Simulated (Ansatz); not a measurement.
input.yaml

```yaml
crystal:
  lattice:
    - [-1.6883085123, 1.8325574125, 2.6649917577]
    - [1.7313488677, -1.5597575127, 2.5004838388]
    - [1.9149034419, 1.7863524423, -2.4696669284]
  atoms:
    - { symbol: Na, position: [0.0, 0.0, 0.0] }
basis:
  ecutwfc: 420
kpoints:
  mp_grid: { grid: [12, 12, 14] }
hamiltonian:
  xc: pbesol
scf:
  occupations: { method: gaussian, width: 0.1 }
output:
  forces: true
  stress: true
  eigenvalues: true
  populations: true
```

It can be run as
```bash
ansatz run input.yaml --threads 1 --pin off --backend cpu --events-out ev --progress --plain --runs-dir out  # memory cap (--max-ram) not shown
```

These are results of Ansatz, DFT PBEsol, scalar-relativistic, plane waves, PAW, not measurements.

Abridged output:

```
Pseudopotentials: kind: paw
Pseudopotential: Na, paw, valence charge 9, recommended cutoff 420 eV (normal)
Functional definition: PBEsol
Crystal: 1 atom, lattice volume = 33.850 Å³
Basis set: ecut = 420 eV, 649 PW (Γ), exchange–correlation on 50×48×50 points (8 copies of the dense FFT grid, shifted against one another)
Bands: 9, of which v1, the nominal top of the filled ones, is band 5 counted from 1 (4 counted from 0)
Symmetry: 2 space group operations
Space group: P-1 (ITA 2), of the structure as read, at distance tolerance 3.2e-5 Å
k-points: 1012 of 2016
Initial density: superposition of atomic densities (neutral atoms: chi_scale 0, normalization atom), corrected by the library's trained network
Initial wavefunctions: pseudopotential atomic-orbital guess
Functional: x = pbesol(κ = 0.804, μ = 0.12345679), c = pbesol(β = 0.046)
SCF iter   1: F=—  HF=-1475.856721 eV  |F-HF|=—  |Δ(HF+E_count)|=         —  Δρ=1.81e-3  dr2=4.82e-4  ethr=1.77e-3  ⟨swp⟩=5.0  Hψ=58509  notcnv=0
SCF iter   2: F=—  HF=-1475.856168 eV  |F-HF|=—  |Δ(HF+E_count)|=   5.53e-4  Δρ=5.82e-4  dr2=6.98e-5  ethr=5.36e-6  ⟨swp⟩=2.4  Hψ=21547  notcnv=0
SCF iter   3: F=—  HF=-1475.856150 eV  |F-HF|=—  |Δ(HF+E_count)|=   1.81e-5  Δρ=1.03e-4  dr2=3.28e-6  ethr=7.75e-7  ⟨swp⟩=2.1  Hψ=12584  notcnv=0
SCF iter   4: F=—  HF=-1475.856151 eV  |F-HF|=—  |Δ(HF+E_count)|=   1.09e-6  Δρ=5.75e-5  dr2=3.82e-7  ethr=3.65e-8  ⟨swp⟩=2.0  Hψ=12977  notcnv=0
SCF iter   5: F=-1475.856151 eV  HF=-1475.856151 eV  |F-HF|=5.37e-8  |Δ(HF+E_count)|=   3.43e-7  Δρ=1.68e-5  dr2=3.25e-8  ethr=4.24e-9  ⟨swp⟩=2.0  Hψ=12678  notcnv=0
SCF iter   6: F=-1475.856151 eV  HF=-1475.856151 eV  |F-HF|=5.24e-10  |Δ(HF+E_count)|=   3.03e-8  Δρ=1.64e-6  dr2=3.16e-10  ethr=3.61e-10  ⟨swp⟩=3.5  Hψ=35497  notcnv=0
SCF 1 converged in 6 iterations: F = -1475.856151 eV  dr2 = 3.16e-10
SCF converged after 6 iterations
Free energy (F): -1475.856151 eV
Harris-Foulkes:  -1475.856151 eV  (|F-HF|=5.24e-10)
Internal energy: -1475.853857 eV  (E = F + TS)
E sigma→0 (E₀):  -1475.855004 eV
Entropy (-TS):   -0.002294 eV (-2.294 meV/atom)
Fermi energy:    2.112235 eV
--- Per-component energies (eV) ---
  E_band       = -236.140866
  E_kinetic    = 120.375189
  E_local      = -1417.292993  (includes V_loc(G=0)·N_el)
  E_nonlocal   = 115.928039
  E_hartree    = 516.364117
  E_xc         = -37.781682
  E_vxc        = -48.841093  (∫ρ·V_xc dr)
  E_paw        = -253.444550  (= ΣΔE_a)
  E_vpaw       = -39.038736  (= ΣTr[D̂ρ^β])
  E_aug_tail   = -0.000027  (compensation charges beyond the density's cutoff)
  E_ewald      = -520.056645
  E_core_change = 0.054694  (= ΣΔE_core)
  E_smearing   = -0.002294  (= −TS)
--- Forces (eV/Å), atoms counted from 1 ---
  atom   1  Na     0.00000000     0.00000000     0.00000000
--- Stress (GPa, compression-positive) ---
        0.626689      -0.100314       0.069907
       -0.100314       0.525946      -0.702663
        0.069907      -0.702663       0.870677
  P = ⅓ Tr σ = 0.6744 GPa (6.744 kbar)
--- Band table (eV; the first three rows and the last of 1012) ---
  k-point 0: bands = ["-50.5510", "-22.6141", "-22.6131", "-22.6126", "-1.3483", "12.7415", "13.7820", "13.9958", "14.9201"]
  k-point 1: bands = ["-50.5508", "-22.6162", "-22.6138", "-22.6133", "-1.2411", "12.1124", "13.0837", "13.9428", "14.8776"]
  k-point 2: bands = ["-50.5504", "-22.6227", "-22.6159", "-22.6148", "-0.9208", "11.2267", "12.0883", "12.5143", "13.4998"]
  k-point 1011: bands = ["-50.5465", "-22.6697", "-22.6347", "-22.6229", "3.9614", "4.5498", "8.8073", "9.7543", "10.0360"]
--- Löwdin populations: 1 site ---
  site symbol q [e]
     0     Na      8.9617
  spilling = 0.004261 (of n_electrons = 9.000000)
```

The run converged.